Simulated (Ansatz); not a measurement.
## WS2: single point with PBEsol+U

Crystal: WS2.

```xyz
3
Lattice="1.8439 1.0646 5.5749 -1.8439 1.0646 5.5749 0.0000 -2.1292 5.5749" Properties=species:S:1:pos:R:3 pbc="T T T"
W     0.0000    0.0000    0.0000
S     0.0000    0.0000    4.2146
S     0.0000    0.0000   12.5101
```

The cell was built by a generator and needn't be a form met in nature.

```yaml
Program: Ansatz 0.2.0
Task: single point
Functional: PBEsol
Potentials_or_basis: all-electron LAPW, scalar-relativistic
Cutoff: 230 eV (chosen from the basis error)
Basis_error_allowed: 0.002 eV/atom
k_mesh: 6 × 6 × 6
Occupations: gaussian, width 0.05 eV
Spin: collinear spin, ferromagnetic start
Starting_moments: "[0.5, 0.0, 0.0] μB"
Hubbard_terms: W d U = 7 eV
```

```json
{
 "Pressure": "-2.7 GPa",
 "Largest force": "0.217 eV/Å",
 "Band gap on the k mesh": "none (metal or under the smearing width)",
 "Net moment": "2.09 μB per cell",
 "Absolute moment": "3.57 μB per cell",
 "Site moments": "W +2.49; S -0.30 μB"
}
```

Forces in eV/Å, atoms in the order of the input:
```
W    0.000  0.000  0.000
S    0.000  0.000  0.217
S    0.000  0.000 -0.217
```

Stress tensor (GPa, compression positive):
```
-3.26  0.00  0.00
 0.00 -3.26  0.00
 0.00  0.00 -1.71
```

Levels at points of the mesh, in eV from the Fermi level:
Spin up:
```csv
k point,band 32,band 33,band 34,band 35,band 36,band 37
"(0.00, 0.00, 0.00)",-0.74,0.05,0.05,0.61,4.48,4.48
"(0.00, 0.00, -0.50)",-1.51,-1.35,-1.23,-0.99,4.33,4.80
"(0.00, -0.50, -0.50)",-1.54,-1.30,-1.05,-0.80,4.91,4.96
"(-0.50, -0.50, -0.50)",-1.52,-0.37,-0.17,-0.17,4.65,4.65
```
Spin down:
```
              k point  band 29  band 30  band 31  band 32  band 33  band 34  band 35  band 36
   (0.00, 0.00, 0.00)    -2.58    -0.26    -0.26     0.24     4.29     4.29     4.93     5.72
  (0.00, 0.00, -0.50)    -2.41    -2.36    -1.68    -1.38     3.84     5.12     5.49     6.61
 (0.00, -0.50, -0.50)    -2.11    -1.71    -1.31    -1.04     3.36     4.92     5.45     6.21
(-0.50, -0.50, -0.50)    -2.48    -1.83    -0.48    -0.48     4.25     4.25     4.49     5.97
```

Wall time 120 s on 2 threads of Arm Neoverse V2, with other jobs on the host, peak memory 1.2 GiB.

Caveat: the k mesh is thin for a metal, which can move the energy by tens of meV per atom; U is the effective U less J, on atomic orbitals that reach past the spheres. Spin-orbit coupling is left out, which matters for the levels of W.
